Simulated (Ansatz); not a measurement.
Set up this calculation in Ansatz 0.2.0, as the native input.

```
Task                : relaxation of cell and atoms
Functional          : PBEsol
Dispersion          : D4
Potentials or basis : Ansatz PAW
Cutoff              : 420 eV (not typed: the program's choice for these potentials)
k mesh              : 9 × 9 × 9
Occupations         : fermi-dirac, width 0.05 eV
Spin                : collinear spin, ferromagnetic start
Starting moments    : [2.0, 0.0] μB
```

CoO:

```xyz
2
Lattice="-1.5080 1.5080 2.1073 1.5080 -1.5080 2.1073 1.5080 1.5080 -2.1073" Properties=species:S:1:pos:R:3 pbc="T T T"
Co    0.0000    0.0000    0.0000
O     0.0000    0.0000    2.1073
```

One way to write it, as run:

input.yaml

```yaml
crystal:
  lattice:
    - [-1.50800044, 1.50800044, 2.10725036]
    - [1.50800044, -1.50800044, 2.10725036]
    - [1.50800044, 1.50800044, -2.10725036]
  atoms:
    - { symbol: Co, position: [0.0, 0.0, 0.0], spin: 2.0 }
    - { symbol: O, position: [0.5, 0.5, 0.0] }
hamiltonian:
  xc: pbesol
  pseudopotentials: { kind: paw }
  dispersion: d4
magnetization:
  spin_polarized: true
kpoints:
  mp_grid: { grid: [9, 9, 9] }
scf:
  occupations: { method: fermi_dirac, width: 0.05 }
output:
  forces: true
  stress: true
  eigenvalues: true
  write_density: true
  write_potential: true
  elf: true
  volumetric_format: npy
relax:
  f_tol: 0.01
  max_steps: 40
  cell: { stress_tol: 0.05 }
```

Potentials or basis: Ansatz PAW.

Command:

```console
$ ansatz run input.yaml --threads 2 --pin off --max-ram 5632MiB --backend cpu --events-out ev --progress --plain --runs-dir out
```

Results of the run:

```
Relaxed volume                         : 8.95 Å³/atom
Relaxed cell                           : a = 2.937 Å, b = 2.937 Å, c = 2.937 Å, α = 120.00°, β = 120.00°, γ = 90.00°
Space group after relaxing (to 0.05 Å) : Fm-3m (No. 225)
Energy gained by relaxing              : 24.0 meV/atom
Ionic steps                            : 9
Pressure after relaxing                : 0.0 GPa
Band gap on the k mesh                 : none (metal or under the smearing width)
Net moment                             : 2.73 μB per cell
Absolute moment                        : 2.75 μB per cell
Site moments                           : Co +2.32; O +0.29 μB
```

Caveat: the plane-wave basis is chosen anew once the cell has moved, so the energies of steps on either side of that aren't comparable; the pressure holds a Pulay correction of +0.8 GPa for the finite cutoff; a cell with one magnetic atom can't hold antiferromagnetic order, which such compounds often take; semilocal functionals often make such compounds metallic where correlation or magnetic order opens a gap, which also shifts bond lengths; pairwise dispersion overbinds metals, which lowers pressure and volume; the PAW data sets come from PBE, with cores solved anew for the run's functional, which leaves a small shift of forces and pressure.

It took 24 s on 2 threads of Arm Neoverse V1, on a shared host, peak memory 0.34 GiB.
